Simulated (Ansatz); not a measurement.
# CoO: the cost of one run

Program: Ansatz 0.2.0. Level of theory: DFT PBE, scalar-relativistic, plane waves, PAW. These are calculated values, not measurements.

3 further runs of the same task are left out: 2 that didn't finish, 1 set aside as unsound or not needed.

## Step 1: The system as given

The structure is cubic, space group Fm-3m (No. 225). The conventional cell has a = 4.248 Å, b = 4.248 Å, c = 4.248 Å, α = 90.00°, β = 90.00°, γ = 90.00°. Around Co (site symmetry m-3m) lie 6 O at 2.12 Å. O (site symmetry m-3m) is surrounded by 6 Co at 2.12 Å.

Coordinates:

```cif
data_structure
_symmetry_space_group_name_H-M 'P 1'
_symmetry_Int_Tables_number 1
_cell_length_a 3.0040
_cell_length_b 3.0040
_cell_length_c 3.0040
_cell_angle_alpha 60.000
_cell_angle_beta 60.000
_cell_angle_gamma 60.000
_cell_volume 19.17
loop_
_atom_site_label
_atom_site_type_symbol
_atom_site_fract_x
_atom_site_fract_y
_atom_site_fract_z
_atom_site_occupancy
Co1 Co 0.00000 0.00000 0.00000 1
O1 O 0.50000 0.50000 0.50000 1
```

This cell was relaxed beforehand with the same method: volume 9.58 Å³/atom, gap on the mesh none (metal), site moments up to 2.5 μB.

## Step 2: A bulk reference on a matched mesh

The same crystal, re-cut so that c stands normal to the (001) plane; its mesh matches that of the cells to come, so errors of the mesh cancel.

File input.yaml:

```yaml
crystal:
  lattice:
    - [3.004011013, 0.0, 0.0]
    - [0.0, 3.004011013, 0.0]
    - [0.0, 0.0, 4.2483131161]
  atoms:
    - { symbol: Co, position: [0.0, 0.0, 0.0], spin: 2.74 }
    - { symbol: Co, position: [0.5, 0.5, 0.5], spin: 2.74 }
    - { symbol: O, position: [0.0, 0.0, 0.5], spin: 0.35 }
    - { symbol: O, position: [0.5, 0.5, 0.0], spin: 0.35 }
basis:
  ecutwfc: 420
kpoints:
  mp_grid: { grid: [12, 12, 8] }
hamiltonian:
  xc: pbe
scf:
  occupations: { method: gaussian, width: 0.1 }
output:
  forces: true
  stress: true
  eigenvalues: true
  populations: true
magnetization:
  spin_polarized: true
```

On the command line:

```bash
> ansatz run input.yaml --threads 2 --pin off --max-ram 5120MiB --backend cpu --events-out ev --progress --plain --runs-dir out
```

**Question.** How long does this run take on 2 threads of Intel Xeon 6975P-C (Granite Rapids), shared host, and how much memory does it need?

About 9.8 s, with a peak of 0.59 GiB.
